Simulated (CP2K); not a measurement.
# GaSb (F-43m) in CP2K: further runs, part 2 of 3

CP2K 2026.2. The steps go on from the part before.

### 3 Band structure, PBE

Input file gasb_bands.inp:

```
&GLOBAL
  PROJECT gasb_bands
  RUN_TYPE ENERGY_FORCE
  PRINT_LEVEL LOW
&END GLOBAL
&FORCE_EVAL
  METHOD QS
  STRESS_TENSOR ANALYTICAL
  &DFT
    BASIS_SET_FILE_NAME BASIS_MOLOPT_UZH
    POTENTIAL_FILE_NAME POTENTIAL_UZH
    &MGRID
      CUTOFF 450
      REL_CUTOFF 60
      NGRIDS 4
    &END MGRID
    &QS
      METHOD GPW
      EPS_DEFAULT 1.0E-10
    &END QS
    &KPOINTS
      SCHEME MONKHORST-PACK 8 8 8
      GAMMA_CENTERED T
      SYMMETRY T
      SYMMETRY_BACKEND SPGLIB
    &END KPOINTS
    &SCF
      SCF_GUESS ATOMIC
      EPS_SCF 1.0E-6
      MAX_SCF 100
      ADDED_MOS 10
      CHOLESKY OFF
      EPS_EIGVAL 1.0E-7
      &DIAGONALIZATION ON
        ALGORITHM STANDARD
      &END DIAGONALIZATION
      &MIXING ON
        METHOD BROYDEN_MIXING
        ALPHA 0.4
        BETA 1.5
        NBUFFER 8
      &END MIXING
      &SMEAR ON
        METHOD FERMI_DIRAC
        ELECTRONIC_TEMPERATURE [K] 116.045
      &END SMEAR
    &END SCF
    &XC
      &XC_FUNCTIONAL
        &GGA_X_PBE
        &END GGA_X_PBE
        &GGA_C_PBE
        &END GGA_C_PBE
      &END XC_FUNCTIONAL
    &END XC
    &PRINT
      &KPOINTS ON
      &END KPOINTS
      &MULLIKEN ON
      &END MULLIKEN
      &MO ON
        ENERGIES T
        OCCUPATION_NUMBERS T
        &EACH
          QS_SCF 0
        &END EACH
        ADD_LAST NUMERIC
      &END MO
      &BAND_STRUCTURE
        FILE_NAME bands.bs
        ADDED_MOS 4
        &KPOINT_SET
          UNITS B_VECTOR
          NPOINTS 6
          SPECIAL_POINT GAMMA 0.00000000 0.00000000 0.00000000
          SPECIAL_POINT X 0.50000000 0.00000000 0.50000000
          SPECIAL_POINT W 0.50000000 0.25000000 0.75000000
          SPECIAL_POINT K 0.37500000 0.37500000 0.75000000
          SPECIAL_POINT GAMMA 0.00000000 0.00000000 0.00000000
          SPECIAL_POINT L 0.50000000 0.50000000 0.50000000
          SPECIAL_POINT U 0.62500000 0.25000000 0.62500000
          SPECIAL_POINT W 0.50000000 0.25000000 0.75000000
          SPECIAL_POINT L 0.50000000 0.50000000 0.50000000
          SPECIAL_POINT K 0.37500000 0.37500000 0.75000000
        &END KPOINT_SET
        &KPOINT_SET
          UNITS B_VECTOR
          NPOINTS 6
          SPECIAL_POINT U 0.62500000 0.25000000 0.62500000
          SPECIAL_POINT X 0.50000000 0.00000000 0.50000000
        &END KPOINT_SET
      &END BAND_STRUCTURE
    &END PRINT
  &END DFT
  &SUBSYS
    &CELL
      A 4.3260792873 0.0000000000 0.0000000000
      B 2.1630396436 3.7464945616 0.0000000000
      C 2.1630396436 1.2488315205 3.5322289469
      PERIODIC XYZ
    &END CELL
    &COORD
      Sb  6.4891189309 3.7464945616 2.6491717102
      Ga  0.0000000000 0.0000000000 0.0000000000
    &END COORD
    &KIND Sb
      BASIS_SET TZVP-MOLOPT-PBE-GTH-q5
      POTENTIAL GTH-PBE-q5
    &END KIND
    &KIND Ga
      BASIS_SET TZVP-MOLOPT-PBE-GTH-q13
      POTENTIAL GTH-PBE-q13
    &END KIND
    &PRINT
      &ATOMIC_COORDINATES ON
      &END ATOMIC_COORDINATES
      &CELL ON
      &END CELL
    &END PRINT
  &END SUBSYS
  &PRINT
    &FORCES ON
    &END FORCES
    &STRESS_TENSOR ON
    &END STRESS_TENSOR
  &END PRINT
&END FORCE_EVAL
```

Potentials or basis: POTENTIAL_UZH Sb GTH-PBE-q5, Ga GTH-PBE-q13; TZVP-MOLOPT-PBE-GTH basis.

Run with:

```sh
$ OMP_NUM_THREADS=2 cp2k.psmp -i gasb_bands.inp -o gasb_bands.out
```

Run time: 25 s. Hardware: 2 threads of AMD EPYC 9R14 (Zen 4), shared host; peak memory 0.4 GiB.

Results (log left out):

| Item | Value |
| --- | --- |
| Free energy | -2180.6927 eV |
| Pressure | 2.9 GPa |
| Band gap on the k mesh | 0.08 eV, direct |
| Band gap along the path | 0.08 eV, direct |
| Mulliken charges | Sb +0.37; Ga -0.37 e |

Levels at the corners of the path, in eV from the valence-band top:
```csv
point,band 5,band 6,band 7,band 8,band 9,band 10,band 11,band 12,band 13,band 14
Γ,-15.03,-11.47,0.00,0.00,0.00,0.08,2.81,2.81,2.81,6.82
X,-15.02,-9.00,-6.83,-2.57,-2.57,0.90,1.25,8.89,8.89,10.35
W,-15.03,-8.96,-6.70,-3.35,-3.14,3.71,4.37,4.54,4.83,10.20
K,-15.03,-9.07,-6.65,-3.62,-2.19,1.41,3.93,6.77,6.97,7.71
Γ,-15.03,-11.47,0.00,0.00,0.00,0.08,2.81,2.81,2.81,6.82
L,-15.03,-9.84,-6.38,-1.15,-1.15,0.41,3.78,3.78,6.94,9.74
U,-15.03,-9.07,-6.65,-3.62,-2.19,1.41,3.93,6.77,6.97,7.71
W,-15.03,-8.96,-6.70,-3.35,-3.14,3.71,4.37,4.54,4.83,10.20
L,-15.03,-9.84,-6.38,-1.15,-1.15,0.41,3.78,3.78,6.94,9.74
K,-15.03,-9.07,-6.65,-3.62,-2.19,1.41,3.93,6.77,6.97,7.71
U,-15.03,-9.07,-6.65,-3.62,-2.19,1.41,3.93,6.77,6.97,7.71
X,-15.02,-9.00,-6.83,-2.57,-2.57,0.90,1.25,8.89,8.89,10.35
```

Caveat: Mulliken charges move with the basis; spin-orbit coupling is left out, which moves the levels of the heavy elements; the basis of atomic orbitals isn't converged, which shifts pressures, moduli and gaps.

### 4 Band structure, LDA

Edit gasb_bands.inp of step 3 so:

```diff
@@ -10,3 +10,3 @@
     BASIS_SET_FILE_NAME BASIS_MOLOPT_UZH
-    POTENTIAL_FILE_NAME POTENTIAL_UZH
+    POTENTIAL_FILE_NAME GTH_POTENTIALS
     &MGRID
@@ -14,3 +14,3 @@
       REL_CUTOFF 60
-      NGRIDS 4
+      NGRIDS 5
     &END MGRID
@@ -18,3 +18,3 @@
       METHOD GPW
-      EPS_DEFAULT 1.0E-10
+      EPS_DEFAULT 1.0E-9
     &END QS
@@ -44,3 +44,3 @@
         METHOD FERMI_DIRAC
-        ELECTRONIC_TEMPERATURE [K] 116.045
+        ELECTRONIC_TEMPERATURE [K] 300.557
       &END SMEAR
@@ -49,6 +49,6 @@
       &XC_FUNCTIONAL
-        &GGA_X_PBE
-        &END GGA_X_PBE
-        &GGA_C_PBE
-        &END GGA_C_PBE
+        &LDA_X
+        &END LDA_X
+        &LDA_C_PW
+        &END LDA_C_PW
       &END XC_FUNCTIONAL
@@ -73,3 +73,3 @@
           UNITS B_VECTOR
-          NPOINTS 6
+          NPOINTS 8
           SPECIAL_POINT GAMMA 0.00000000 0.00000000 0.00000000
@@ -87,3 +87,3 @@
           UNITS B_VECTOR
-          NPOINTS 6
+          NPOINTS 8
           SPECIAL_POINT U 0.62500000 0.25000000 0.62500000
@@ -107,3 +107,3 @@
       BASIS_SET TZVP-MOLOPT-PBE-GTH-q5
-      POTENTIAL GTH-PBE-q5
+      POTENTIAL GTH-PADE-q5
     &END KIND
@@ -111,3 +111,3 @@
       BASIS_SET TZVP-MOLOPT-PBE-GTH-q13
-      POTENTIAL GTH-PBE-q13
+      POTENTIAL GTH-PADE-q13
     &END KIND
```

Potentials or basis: GTH_POTENTIALS Sb GTH-PADE-q5, Ga GTH-PADE-q13; TZVP-MOLOPT-PBE-GTH basis.

Run with:

```sh
$ OMP_NUM_THREADS=2 cp2k.psmp -i gasb_bands.inp -o gasb_bands.out
```

Wall time 18 s (2 threads of AMD EPYC 9R14 (Zen 4), shared host); peak memory 0.39 GiB.

The run converged. Its results:

- Free energy: -2180.9145 eV
- Pressure: -1.7 GPa
- Band gap on the k mesh: none (metal or under the smearing width)
- Mulliken charges: Sb +0.28; Ga -0.28 e

Levels at the corners of the path, in eV from the Fermi level:
| point | band 6 | band 7 | band 8 | band 9 | band 10 | band 11 | band 12 | band 13 |
| --- | --- | --- | --- | --- | --- | --- | --- | --- |
| Γ | -11.54 | -0.10 | -0.02 | -0.02 | -0.02 | 2.81 | 2.81 | 2.81 |
| X | -9.10 | -6.88 | -2.58 | -2.58 | 0.85 | 1.20 | 8.83 | 8.83 |
| W | -9.06 | -6.76 | -3.36 | -3.16 | 3.66 | 4.33 | 4.50 | 4.80 |
| K | -9.17 | -6.71 | -3.64 | -2.20 | 1.36 | 3.89 | 6.70 | 6.95 |
| Γ | -11.54 | -0.10 | -0.02 | -0.02 | -0.02 | 2.81 | 2.81 | 2.81 |
| L | -9.92 | -6.43 | -1.17 | -1.17 | 0.31 | 3.78 | 3.78 | 6.84 |
| U | -9.17 | -6.71 | -3.64 | -2.20 | 1.36 | 3.89 | 6.70 | 6.95 |
| W | -9.06 | -6.76 | -3.36 | -3.16 | 3.66 | 4.33 | 4.50 | 4.80 |
| L | -9.92 | -6.43 | -1.17 | -1.17 | 0.31 | 3.78 | 3.78 | 6.84 |
| K | -9.17 | -6.71 | -3.64 | -2.20 | 1.36 | 3.89 | 6.70 | 6.95 |
| U | -9.17 | -6.71 | -3.64 | -2.20 | 1.36 | 3.89 | 6.70 | 6.95 |
| X | -9.10 | -6.88 | -2.58 | -2.58 | 0.85 | 1.20 | 8.83 | 8.83 |

Caveat: Mulliken charges move with the basis; spin-orbit coupling is left out, which moves the levels of the heavy elements; the basis of atomic orbitals isn't converged, which shifts pressures, moduli and gaps.

### 5 Band structure, PBEsol

Edit gasb_bands.inp of step 4 so:

```diff
@@ -10,3 +10,3 @@
     BASIS_SET_FILE_NAME BASIS_MOLOPT_UZH
-    POTENTIAL_FILE_NAME GTH_POTENTIALS
+    POTENTIAL_FILE_NAME POTENTIAL_UZH
     &MGRID
@@ -14,3 +14,3 @@
       REL_CUTOFF 60
-      NGRIDS 5
+      NGRIDS 4
     &END MGRID
@@ -49,6 +49,6 @@
       &XC_FUNCTIONAL
-        &LDA_X
-        &END LDA_X
-        &LDA_C_PW
-        &END LDA_C_PW
+        &GGA_X_PBE_SOL
+        &END GGA_X_PBE_SOL
+        &GGA_C_PBE_SOL
+        &END GGA_C_PBE_SOL
       &END XC_FUNCTIONAL
@@ -70,6 +70,6 @@
         FILE_NAME bands.bs
-        ADDED_MOS 4
+        ADDED_MOS 2
         &KPOINT_SET
           UNITS B_VECTOR
-          NPOINTS 8
+          NPOINTS 10
           SPECIAL_POINT GAMMA 0.00000000 0.00000000 0.00000000
@@ -87,3 +87,3 @@
           UNITS B_VECTOR
-          NPOINTS 8
+          NPOINTS 10
           SPECIAL_POINT U 0.62500000 0.25000000 0.62500000
@@ -102,3 +102,4 @@
     &COORD
-      Sb  6.4891189309 3.7464945616 2.6491717102
+      SCALED
+      Sb  0.7500000000 0.7500000000 0.7500000000
       Ga  0.0000000000 0.0000000000 0.0000000000
@@ -107,3 +108,3 @@
       BASIS_SET TZVP-MOLOPT-PBE-GTH-q5
-      POTENTIAL GTH-PADE-q5
+      POTENTIAL GTH-PBE-q5
     &END KIND
@@ -111,3 +112,3 @@
       BASIS_SET TZVP-MOLOPT-PBE-GTH-q13
-      POTENTIAL GTH-PADE-q13
+      POTENTIAL GTH-PBE-q13
     &END KIND
@@ -118,2 +119,4 @@
       &END CELL
+      &SYMMETRY ON
+      &END SYMMETRY
     &END PRINT
```

Potentials or basis: POTENTIAL_UZH Sb GTH-PBE-q5, Ga GTH-PBE-q13; TZVP-MOLOPT-PBE-GTH basis.

Run with:

```sh
$ OMP_NUM_THREADS=2 cp2k.psmp -i gasb_bands.inp -o gasb_bands.out
```

Run time: 22 s. Hardware: 2 threads of AMD EPYC 9R14 (Zen 4), shared host; peak memory 0.4 GiB.

Results (log left out):

| Item | Value |
| --- | --- |
| Free energy | -2175.9086 eV |
| Pressure | 1.3 GPa |
| Band gap on the k mesh | none (metal or under the smearing width) |
| Mulliken charges | Sb +0.45; Ga -0.45 e |

Levels at the corners of the path, in eV from the Fermi level:
```
point  band 5  band 6  band 7  band 8  band 9  band 10  band 11  band 12  band 13  band 14
    Γ  -14.90  -11.54   -0.03   -0.03   -0.03    -0.03     2.70     2.70     2.70     6.55
    X  -14.90   -9.03   -6.94   -2.65   -2.65     0.74     1.07     8.81     8.81    10.23
    W  -14.90   -8.98   -6.81   -3.45   -3.24     3.63     4.22     4.41     4.65    10.09
    K  -14.90   -9.10   -6.76   -3.73   -2.26     1.25     3.80     6.64     6.88     7.56
    Γ  -14.90  -11.54   -0.03   -0.03   -0.03    -0.03     2.70     2.70     2.70     6.55
    L  -14.90   -9.89   -6.49   -1.20   -1.20     0.27     3.66     3.66     6.68     9.59
    U  -14.90   -9.10   -6.76   -3.73   -2.26     1.25     3.80     6.64     6.88     7.56
    W  -14.90   -8.98   -6.81   -3.45   -3.24     3.63     4.22     4.41     4.65    10.09
    L  -14.90   -9.89   -6.49   -1.20   -1.20     0.27     3.66     3.66     6.68     9.59
    K  -14.90   -9.10   -6.76   -3.73   -2.26     1.25     3.80     6.64     6.88     7.56
    U  -14.90   -9.10   -6.76   -3.73   -2.26     1.25     3.80     6.64     6.88     7.56
    X  -14.90   -9.03   -6.94   -2.65   -2.65     0.74     1.07     8.81     8.81    10.23
```

Caveat: Mulliken charges move with the basis; the potentials were made for another functional, which shifts forces and pressure; spin-orbit coupling is left out, which moves the levels of the heavy elements; the basis of atomic orbitals isn't converged, which shifts pressures, moduli and gaps.

(Part 2 of 3 ends here.)
